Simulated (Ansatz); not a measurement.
# CuO (Cccm) in Ansatz: settings compared

One crystal, CuO, is run at these levels: PBE, PBEsol, RPBE; tasks: density of states, phonons, single point, equation of state, band structure.

Program: Ansatz 0.2.0. These are calculated values, not measurements. Logs are shortened: lines on timing, memory, paths and dates and some standing lists are left out, and cuts for length are marked.

**1. Starting point**

Symmetry: Cccm, No. 66, orthorhombic system. The conventional cell has a = 3.982 Å, b = 4.307 Å, c = 5.156 Å, α = 90.00°, β = 90.00°, γ = 90.00°. Around Cu (site symmetry 2/m) lie 4 O at 1.95 Å. O (site symmetry 222) is surrounded by 4 Cu at 1.95 Å.

Measurements of this composition are mostly on another form, of space group No. 15.

**2. Density of states, PBE**

Input file input.yaml:

```yaml
crystal:
  lattice:
    - [1.990968, -2.15355, 0.0]
    - [1.990968, 2.15355, 0.0]
    - [0.0, 0.0, 5.155928]
  atoms:
    - { symbol: Cu, position: [0.5, 0.0, 0.0] }
    - { symbol: Cu, position: [0.0, 0.5, 0.5] }
    - { symbol: O, position: [0.5, 0.5, 0.25] }
    - { symbol: O, position: [0.5, 0.5, 0.75] }
hamiltonian:
  xc: pbe
  pseudopotentials: { kind: paw }
kpoints:
  mp_grid: { grid: [9, 9, 5] }
scf:
  occupations: { method: fermi_dirac, width: 0.05 }
  n_extra_bands: 10
output:
  forces: true
  stress: true
  eigenvalues: true
  dos: { projected: false, de: 0.05, nscf_kmesh: { grid: [14, 14, 8] } }
  write_density: true
  write_potential: true
  elf: true
  volumetric_format: npy
```

Potentials or basis: Ansatz PAW.

Command:

```console
> ansatz run input.yaml --threads 2 --pin off --max-ram 5632MiB --backend cpu --events-out ev --progress --plain --runs-dir out
```

The program printed:

```text
Warning: RAYON_NUM_THREADS=2 ignored (pool sized by the plan → 2); use --threads N
scf.n_extra_bands = 10 over 25 filled bands (N_el = 50.0): the run solves 35 bands
Engine: ansatz 0.2.0, aarch64-unknown-linux-gnu
Pseudopotentials: kind: paw
Pseudopotential: Cu, paw, valence charge 19, recommended cutoff 420 eV (normal), Cu.paw.azcp
Pseudopotential: O, paw, valence charge 6, recommended cutoff 420 eV (normal), O.paw.azcp
Functional definition: PBE
  parameter kappa = 0.804
  parameter beta = 0.06672455060314922
  exchange = pbe_x(kappa = kappa, mu = beta*pi^2/3)
  correlation = pbe_c(beta = beta)
Crystal: 4 atoms, lattice volume = 44.214 Å³
Basis set: ecut = 420 eV, 841 PW (Γ), exchange–correlation on 40×40×72 points (8 copies of the dense FFT grid, shifted against one another)
Bands: 35, of which v1, the nominal top of the filled ones, is band 25 counted from 1 (24 counted from 0)
Symmetry: 8 space group operations
Space group: Cccm (ITA 66), of the structure as read, at distance tolerance 3.5e-5 Å
k-points: 75 of 405
Non-local potential: Cu, projectors of the file, l = 0: 3, l = 1: 2, l = 2: 3, l = 3: 1
Non-local potential: O, projectors of the file, l = 0: 2, l = 1: 2, l = 2: 1
PAW form: soft (Blöchl's): semilocal exchange-correlation on the pseudo side does not see the compensation charge
PAW one-centre angular grid: Cu, 590 points (default); XC on 64 Gauss nodes
PAW one-centre angular grid: O, 110 points (default); XC on 64 Gauss nodes
Initial density: superposition of atomic densities (neutral atoms: chi_scale 0, normalization atom), corrected by the library's trained network
Initial wavefunctions: pseudopotential atomic-orbital guess
Functional: x = pbe(κ = 0.804, μ = 0.2195149727645171), c = pbe(β = 0.06672455060314922)
SCF iter   1: F=—  HF=-14382.564330 eV  |F-HF|=—  |Δ(HF+E_count)|=         —  Δρ=5.86e-3  dr2=4.68e-3  ethr=1.77e-3  ⟨swp⟩=5.3  Hψ=9954  notcnv=0  defer=17
preconditioner: auto → LDOS  [metal: Δε(μ)=0.011 eV  Ē_g=15.308 eV  σ=0.050 eV  W_gap=0.05  n_scr=16 (ndim 8)  ℏωp=32.6 eV  f_vac=0.043  D(μ)=2.27/eV (n_scr^D=18)  β→1.0]
SCF iter   2: F=—  HF=-14382.563764 eV  |F-HF|=—  |Δ(HF+E_count)|=   5.66e-4  Δρ=1.48e-3  dr2=3.44e-4  ethr=9.35e-6  ⟨swp⟩=2.0  Hψ=4415  notcnv=0  defer=150
SCF iter   3: F=—  HF=-14382.563691 eV  |F-HF|=—  |Δ(HF+E_count)|=   7.35e-5  Δρ=4.26e-4  dr2=5.12e-5  ethr=6.87e-7  ⟨swp⟩=2.0  Hψ=3672  notcnv=0  defer=150
SCF iter   4: F=—  HF=-14382.563550 eV  |F-HF|=—  |Δ(HF+E_count)|=   1.41e-4  Δρ=4.90e-4  dr2=6.31e-5  ethr=1.02e-7  ⟨swp⟩=2.0  Hψ=4279  notcnv=0  defer=150
SCF iter   5: F=—  HF=-14382.563535 eV  |F-HF|=—  |Δ(HF+E_count)|=   1.45e-5  Δρ=1.33e-4  dr2=4.33e-6  ethr=1.02e-7  ⟨swp⟩=2.0  Hψ=3059  notcnv=0  defer=150
SCF iter   6: F=—  HF=-14382.563534 eV  |F-HF|=—  |Δ(HF+E_count)|=   7.39e-7  Δρ=3.80e-5  dr2=4.14e-7  ethr=8.66e-9  ⟨swp⟩=2.3  Hψ=3186  notcnv=0  defer=150
SCF iter   7: F=-14382.563534 eV  HF=-14382.563534 eV  |F-HF|=8.59e-9  |Δ(HF+E_count)|=   6.30e-8  Δρ=5.69e-6  dr2=9.12e-9  ethr=2.00e-10  ⟨swp⟩=10.5  Hψ=16695  notcnv=0
SCF 1 converged in 7 iterations: F = -14382.563534 eV  dr2 = 9.12e-9
NSCF: frozen V_eff on 285 k-points
SCF converged after 7 iterations
Free energy (F): -14382.563534 eV
Harris-Foulkes:  -14382.563534 eV  (|F-HF|=8.59e-9)
Internal energy: -14382.544080 eV  (E = F + TS)
E sigma→0 (E₀):  -14382.553807 eV
Entropy (-TS):   -0.019455 eV (-4.864 meV/atom)
Fermi energy:    10.886631 eV
--- Per-component energies (eV) ---
  E_band       = -924.978560
  E_kinetic    = 941.548836
  E_local      = -10139.759433  (includes V_loc(G=0)·N_el)
  E_nonlocal   = 876.017115
  E_hartree    = 4389.363570
  E_xc         = -323.463461
  E_vxc        = -415.159243  (∫ρ·V_xc dr)
  E_paw        = -3637.352497  (= ΣΔE_a)
  E_vpaw       = -966.348147  (= ΣTr[D̂ρ^β])
  E_aug_tail   = 0.005607  (compensation charges beyond the density's cutoff)
  E_ewald      = -6488.903815
  E_smearing   = -0.019455  (= −TS)
  E_closure    = -0.000000  (closes the sum)
  Σ components = -14382.563534   (vs F -14382.563534, Δ=0.00e0)
--- Forces (eV/Å), atoms counted from 1 ---
  atom   1  Cu     0.00000000     0.00000000     0.00000000
  atom   2  Cu     0.00000000     0.00000000     0.00000000
  atom   3  O      0.00000000     0.00000000    -0.00000000
  atom   4  O      0.00000000     0.00000000     0.00000000
  max |Σ_I F_I| component: 1.26e-29 eV/Å
--- Stress (GPa, compression-positive) ---
        2.123419      -0.000000       0.000000
       -0.000000       0.998279       0.000000
        0.000000       0.000000       1.148386
  P = ⅓ Tr σ = 1.4234 GPa (14.234 kbar)
--- Band table (eV; the first three rows and the last of 75) ---
  k-point 0: bands = ["-101.8086", "-101.8082", "-59.3040", "-59.3037", "-59.2688", "-59.2631", "-58.9651", "-58.9647", "-8.9338", "-7.6254", "2.7587", "5.3947", "5.5557", "7.1819", "7.4365", "7.4488", "7.6237", "7.9075", "8.3766", "8.4887", "8.5383", "8.5528", "8.6117", "9.0004", "11.4823", "11.6678", "12.2936", "16.9844", "18.1660", "24.2190", "25.3179", "25.4333", "25.7137", "26.2600", "26.7174"]
  k-point 1: bands = ["-101.8086", "-101.8083", "-59.3040", "-59.3037", "-59.2683", "-59.2637", "-58.9650", "-58.9647", "-8.8287", "-7.7763", "3.1448", "5.4209", "5.5542", "6.9905", "7.2649", "7.2650", "7.3736", "7.6228", "8.4875", "8.5503", "8.6034", "8.7777", "8.8529", "8.9075", "11.3271", "11.4943", "12.8121", "16.0455", "19.4357", "24.3432", "25.0791", "25.5290", "25.5790", "26.3112", "26.3653"]
  k-point 2: bands = ["-101.8085", "-101.8084", "-59.3039", "-59.3038", "-59.2669", "-59.2651", "-58.9650", "-58.9648", "-8.5376", "-8.1393", "4.1874", "5.4829", "5.5363", "5.6120", "7.0574", "7.0620", "7.4635", "7.5860", "8.5622", "8.5694", "8.5831", "8.7125", "9.2423", "9.2930", "11.0454", "11.1289", "13.8303", "14.9105", "21.4285", "23.4976", "24.7378", "25.4554", "25.8469", "25.8840", "26.5320"]
  k-point 74: bands = ["-101.8073", "-101.8073", "-59.3151", "-59.3143", "-59.2642", "-59.2638", "-58.9736", "-58.9732", "-7.6774", "-7.5241", "4.6453", "5.0173", "5.0868", "5.4607", "5.5580", "5.7593", "7.9309", "8.1687", "8.5514", "8.5791", "8.8850", "8.8955", "9.4523", "9.4940", "10.0780", "10.8273", "14.4552", "15.6383", "20.8354", "21.0902", "22.5331", "22.9817", "25.3798", "25.6905", "27.1459"]
```

Run time: 6.3 s. Hardware: 2 threads of Arm Neoverse V2, shared host; peak memory 0.47 GiB.

What came out:

```yaml
Free_energy: -14382.5635 eV
Pressure: 1.4 GPa
Band_gap_on_the_k_mesh: none (metal or under the smearing width)
Density_of_states_at_the_Fermi_level: 2.32 states/eV per cell
```

Stress tensor (GPa, compression positive):
```
2.12 0.00 0.00
0.00 1.00 0.00
0.00 0.00 1.15
```

States per cell in windows of 1 eV (zero at the Fermi level; states under -8 eV left out):
```csv
from (eV),total
-8.0,0.68
-7.0,2.92
-6.0,4.78
-5.0,2.58
-4.0,2.44
-3.0,11.04
-2.0,3.73
-1.0,1.93
0.0,1.88
1.0,0.04
2.0,0.22
3.0,0.86
4.0,1.28
5.0,1.52
6.0,0.12
7.0,0.29
```

Caveat: the pressure holds a Pulay correction of +0.6 GPa for the finite cutoff; the run has no spin polarisation, though such a crystal can be magnetic; semilocal functionals often make such compounds metallic where correlation or magnetic order opens a gap, which also shifts bond lengths. With open d or f shells a metallic result of PBE can be an artefact of self-interaction; +U or a hybrid may open a gap.

**3. Phonons, PBEsol**

Input file input.yaml:

```yaml
crystal:
  lattice:
    - [1.990968, -2.15355, 0.0]
    - [1.990968, 2.15355, 0.0]
    - [0.0, 0.0, 5.155928]
  atoms:
    - { symbol: Cu, position: [0.5, 0.0, 0.0] }
    - { symbol: Cu, position: [0.0, 0.5, 0.5] }
    - { symbol: O, position: [0.5, 0.5, 0.25] }
    - { symbol: O, position: [0.5, 0.5, 0.75] }
hamiltonian:
  xc: pbesol
  pseudopotentials: { kind: paw }
kpoints:
  mp_grid: { grid: [8, 8, 5] }
scf:
  occupations: { method: fermi_dirac, width: 0.05 }
phonons:
  method: dfpt
```

Potentials or basis: Ansatz PAW.

Command:

```console
> ansatz run input.yaml --threads 2 --pin off --max-ram 5632MiB --backend cpu --events-out ev --progress --plain --runs-dir out
```

The program printed:

```text
Warning: RAYON_NUM_THREADS=2 ignored (pool sized by the plan → 2); use --threads N
zone centre: on kpoints.mp_grid the ground state, and the responses unless they are solved on pairs of k-points, stand on 102 of the mesh's 320 k-points, reduced under 2 symmetry operations, with k and −k counted as one. Each operation leaves every solved displacement unchanged or reverses it
[... 4 set-up lines as earlier in the session ...]
Functional definition: PBEsol
  exchange = pbesol_x
  correlation = pbesol_c
Crystal: 4 atoms, lattice volume = 44.214 Å³
Basis set: ecut = 420 eV, 841 PW (Γ), exchange–correlation on 40×40×72 points (8 copies of the dense FFT grid, shifted against one another)
Bands: 30, of which v1, the nominal top of the filled ones, is band 25 counted from 1 (24 counted from 0)
[... 1 set-up line as earlier in the session ...]
k-points: 102 of 320 (irreducible under 2 space group operations, time reversal used)
[... 3 set-up lines as earlier in the session ...]
PAW frozen core: Cu, regenerated for the run's functional, and the local potential with it (the file was generated under x = pbe(κ = 0.804, μ = 0.2195149727645171), c = pbe(β = 0.06672455060314922))
PAW frozen core: O, regenerated for the run's functional, and the local potential with it (the file was generated under x = pbe(κ = 0.804, μ = 0.2195149727645171), c = pbe(β = 0.06672455060314922))
[... 4 set-up lines as earlier in the session ...]
Functional: x = pbesol(κ = 0.804, μ = 0.12345679012345678), c = pbesol(β = 0.046)
SCF iter   1: F=—  HF=-14296.559350 eV  |F-HF|=—  |Δ(HF+E_count)|=         —  Δρ=1.91e-2  dr2=1.10e-1  ethr=1.77e-3  ⟨swp⟩=5.7  Hψ=11087  notcnv=0
[... 10 lines left out ...]
SCF 1 converged in 9 iterations: F = -14296.525647 eV  dr2 = 1.15e-12
DFPT response loops at Γ: preconditioner auto → Kerker (q_TF=auto, 2.785 Å⁻¹) (partly filled bands, converged f_vac=0.037); β = 1.00, the filter's whole step (`scf.mixing.beta` (0.50) is not read by the response loops under this deck's `scf.mixing.preconditioner`; to damp them name `kerker` or `kerker_dos`, under which they read `scf.mixing.beta`, and type it under 1.00, their step now; both keys bind the ground state too); Broyden in place of MSR1
SCF converged after 9 iterations
Free energy (F): -14296.525647 eV
Harris-Foulkes:  -14296.525647 eV  (|F-HF|=5.46e-12)
Internal energy: -14296.507760 eV  (E = F + TS)
E sigma→0 (E₀):  -14296.516704 eV
Entropy (-TS):   -0.017887 eV (-4.472 meV/atom)
Fermi energy:    10.709081 eV
--- Per-component energies (eV) ---
  E_band       = -929.967124
  E_kinetic    = 939.779756
  E_local      = -10135.100573  (includes V_loc(G=0)·N_el)
  E_nonlocal   = 880.167320
  E_hartree    = 4379.890870
  E_xc         = -319.940895
  E_vxc        = -412.750964  (∫ρ·V_xc dr)
  E_paw        = -3552.888936  (= ΣΔE_a)
  E_vpaw       = -961.849956  (= ΣTr[D̂ρ^β])
  E_aug_tail   = 0.005533  (compensation charges beyond the density's cutoff)
  E_ewald      = -6488.903815
  E_core_change = 0.482980  (= ΣΔE_core)
  E_smearing   = -0.017887  (= −TS)
  E_closure    = 0.000000  (closes the sum)
  Σ components = -14296.525647   (vs F -14296.525647, Δ=0.00e0)
--- Band table (eV; the first three rows and the last of 102) ---
  k-point 0: bands = ["-101.6514", "-101.6511", "-59.3002", "-59.2999", "-59.2628", "-59.2569", "-58.9595", "-58.9591", "-9.0377", "-7.6992", "2.5204", "5.1973", "5.3601", "6.9956", "7.2594", "7.2707", "7.4507", "7.7467", "8.2036", "8.3276", "8.3826", "8.3917", "8.4570", "8.8503", "11.3161", "11.5009", "12.0602", "16.6789", "17.9460", "23.8729"]
  k-point 1: bands = ["-101.6515", "-101.6511", "-59.3002", "-59.2999", "-59.2622", "-59.2575", "-58.9595", "-58.9591", "-8.9307", "-7.8545", "2.9121", "5.2230", "5.3577", "6.8078", "7.0896", "7.0901", "7.1887", "7.4495", "8.3259", "8.3946", "8.4485", "8.6171", "8.6923", "8.7546", "11.1575", "11.3243", "12.5830", "15.7809", "19.1789", "23.9950"]
  k-point 2: bands = ["-101.6514", "-101.6513", "-59.3001", "-59.3000", "-59.2608", "-59.2590", "-58.9594", "-58.9592", "-8.6339", "-8.2268", "3.9683", "5.2841", "5.3378", "5.4100", "6.8846", "6.8893", "7.2828", "7.4106", "8.4045", "8.4123", "8.4279", "8.5551", "9.0865", "9.1379", "10.8677", "10.9516", "13.6002", "14.6683", "21.1578", "23.2174"]
  k-point 101: bands = ["-101.6502", "-101.6501", "-59.3119", "-59.3111", "-59.2579", "-59.2575", "-58.9684", "-58.9679", "-7.7226", "-7.5752", "4.4330", "4.7655", "5.0831", "5.1721", "5.3407", "5.4020", "7.7339", "7.9909", "8.4079", "8.4166", "8.7605", "8.7790", "9.3730", "9.3944", "9.8362", "10.6536", "14.0354", "15.3550", "20.4463", "20.9077"]
--- Phonons (Γ-DFPT): 6 representative perturbations + reference, on 102 of 320 k-points (Σ response iterations 30) ---
  k mesh reduced under 2 symmetry operations, with k and −k counted as one. Each operation leaves every solved displacement unchanged or reverses it
  ASR residual: 1.024e-3 → 0.000e0 eV/Å²; symmetrization residual: 2.883e-6 eV/Å²
  ASR residual per site (eV/Å²): 1.02e-3 1.02e-3 3.11e-4 3.11e-4
  Γ frequencies (cm⁻¹): 0.00 0.00 0.00 173.71 177.90 276.46 280.82 284.80 444.02 456.31 472.93 518.47
  non-analytic LO–TO correction: not included (Born effective charges unavailable; polar crystals: no LO–TO splitting at Γ)
```

second_order_force_constants.tsv:

```text
# format = ansatz-second-order-force-constants/2
# a1_ang = 1.990968e0 -2.15355e0 0e0
[... 38 lines left out ...]
1	1	0	0	0	1	9.058842144070944e0	-4.242739216208491e0	-2.355193382657343e-16	-4.242739216208491e0	9.587067518938538e0	1.319692095807074e-15	-2.355193382657344e-16	1.319692095807074e-15	1.4186391804742971e1
[... 8 lines left out ...]
3	2	0	0	0	2	2.066693853268701e0	-1.0477058897466563e-31	6.57705076008241e-32	-1.1709654061874394e-31	2.276527148680257e0	-2.081776465452026e-17	1.9037817500267826e-31	-2.081776465452082e-17	-2.6515466572433586e0
3	3	0	0	0	3	6.706493059222128e0	1.0477058897466563e-31	5.9739457979975475e-30	1.1709654061874394e-31	7.048648956591819e0	1.1220183572798758e-15	5.997249550324633e-30	1.1220183572798758e-15	1.3163836866401953e1
```

Run time: 47 s. Hardware: 2 threads of Arm Neoverse V2, shared host; peak memory 0.69 GiB.

What came out:

| Property | Result |
| --- | --- |
| Free energy | -14296.5256 eV |
| Band gap on the k mesh | none (metal or under the smearing width) |
| Highest phonon frequency at Γ | 518 cm⁻¹ |

Levels at points of the mesh, in eV from the Fermi level:
```tsv
k point	band 23	band 24	band 25	band 26	band 27	band 28
(0.00, 0.00, 0.00)	-2.25	-1.86	0.61	0.79	1.35	5.97
(0.00, -0.50, 0.00)	-1.52	-1.47	0.24	0.48	3.58	5.86
(-0.50, 0.00, 0.00)	-1.52	-1.47	0.24	0.48	3.58	5.86
(-0.50, -0.50, 0.00)	-1.59	-1.17	-1.12	1.15	2.07	7.14
```

Phonon frequencies in cm⁻¹ (negative: imaginary):
| q point | frequencies |
| --- | --- |
| (0.000, 0.000, 0.000) | 0 0 0 174 178 276 281 285 444 456 473 518 |

Caveat: the run has no spin polarisation, though such a crystal can be magnetic; semilocal functionals often make such compounds metallic where correlation or magnetic order opens a gap, which also shifts bond lengths; the PAW data sets come from PBE, with cores solved anew for the run's functional, which leaves a small shift of forces and pressure.

**4. Single point, RPBE, 10.39 Å³/atom (volume scaled by 0.94)**

Input file input.yaml:

```yaml
crystal:
  lattice:
    - [1.9503245957, -2.1095876644, 0.0]
    - [1.9503245957, 2.1095876644, 0.0]
    - [0.0, 0.0, 5.0506754463]
  atoms:
    - { symbol: Cu, position: [0.5, 0.0, 0.0] }
    - { symbol: Cu, position: [0.0, 0.5, 0.5] }
    - { symbol: O, position: [0.5, 0.5, 0.25] }
    - { symbol: O, position: [0.5, 0.5, 0.75] }
hamiltonian:
  xc: rpbe
  pseudopotentials: { kind: paw }
kpoints:
  mp_grid: { grid: [9, 9, 5] }
scf:
  occupations: { method: fermi_dirac, width: 0.05 }
output:
  forces: true
  stress: true
  eigenvalues: true
```

Potentials or basis: Ansatz PAW.

Command:

```console
> ansatz run input.yaml --threads 2 --pin off --max-ram 5632MiB --backend cpu --events-out ev --progress --plain --runs-dir out
```

The program printed:

```text
Warning: RAYON_NUM_THREADS=2 ignored (pool sized by the plan → 2); use --threads N
[... 4 set-up lines as earlier in the session ...]
Functional definition: RPBE
[... 2 set-up lines as earlier in the session ...]
  exchange = rpbe_x(kappa = kappa, mu = beta*pi^2/3)
[... 52 lines left out ...]
  atom   2  Cu    -0.00000000     0.00000000     0.00000000
  atom   3  O     -0.00000000    -0.00000000    -0.00000000
  atom   4  O      0.00000000     0.00000000     0.00000000
  max |Σ_I F_I| component: 2.52e-29 eV/Å
--- Stress (GPa, compression-positive) ---
       16.372512      -0.000000      -0.000000
       -0.000000      16.662561      -0.000000
       -0.000000      -0.000000      21.747303
  P = ⅓ Tr σ = 18.2608 GPa (182.608 kbar)
--- Band table (eV; the first three rows and the last of 75) ---
  k-point 0: bands = ["-100.8006", "-100.8001", "-58.2192", "-58.2189", "-58.1822", "-58.1743", "-57.8864", "-57.8859", "-8.2432", "-6.7814", "3.5109", "6.2970", "6.4676", "8.2011", "8.4680", "8.4893", "8.6804", "9.0112", "9.4954", "9.6492", "9.6972", "9.7204", "9.7803", "10.2269", "12.8838", "13.0885", "13.8766", "18.4783", "19.9100", "25.9532"]
  k-point 1: bands = ["-100.8005", "-100.8001", "-58.2192", "-58.2189", "-58.1814", "-58.1750", "-57.8864", "-57.8860", "-8.1274", "-6.9529", "3.9285", "6.3263", "6.4676", "8.0024", "8.2883", "8.2942", "8.4290", "8.6790", "9.6507", "9.7109", "9.7711", "9.9565", "10.0405", "10.1257", "12.7140", "12.8983", "14.3889", "17.6042", "21.1416", "26.0689"]
  k-point 2: bands = ["-100.8003", "-100.8002", "-58.2191", "-58.2190", "-58.1794", "-58.1770", "-57.8863", "-57.8861", "-7.8055", "-7.3617", "5.0471", "6.3942", "6.4506", "6.5606", "8.0701", "8.0730", "8.5092", "8.6387", "9.7277", "9.7490", "9.7534", "9.9140", "10.4575", "10.5143", "12.4052", "12.4977", "15.4088", "16.4873", "23.1840", "25.3300"]
  k-point 74: bands = ["-100.7988", "-100.7987", "-58.2340", "-58.2329", "-58.1757", "-58.1752", "-57.8976", "-57.8970", "-6.8398", "-6.6798", "5.4994", "5.8824", "5.9765", "6.3701", "6.4696", "6.6822", "9.0136", "9.2793", "9.7305", "9.7618", "10.0732", "10.0778", "10.6981", "10.7431", "11.4450", "12.2254", "15.7292", "16.9830", "22.6993", "23.0694"]
```

Run time: 2.2 s. Hardware: 2 threads of Arm Neoverse V2, shared host; peak memory 0.35 GiB.

Results:

| Item | Value |
| --- | --- |
| Free energy | -14396.2160 eV |
| Pressure | 18.3 GPa |
| Band gap on the k mesh | none (metal or under the smearing width) |

Caveat: the pressure holds a Pulay correction of +0.6 GPa for the finite cutoff; the run has no spin polarisation, though such a crystal can be magnetic; semilocal functionals often make such compounds metallic where correlation or magnetic order opens a gap, which also shifts bond lengths; the PAW data sets come from PBE, with cores solved anew for the run's functional, which leaves a small shift of forces and pressure.

(Part 1 of 2 ends here.)
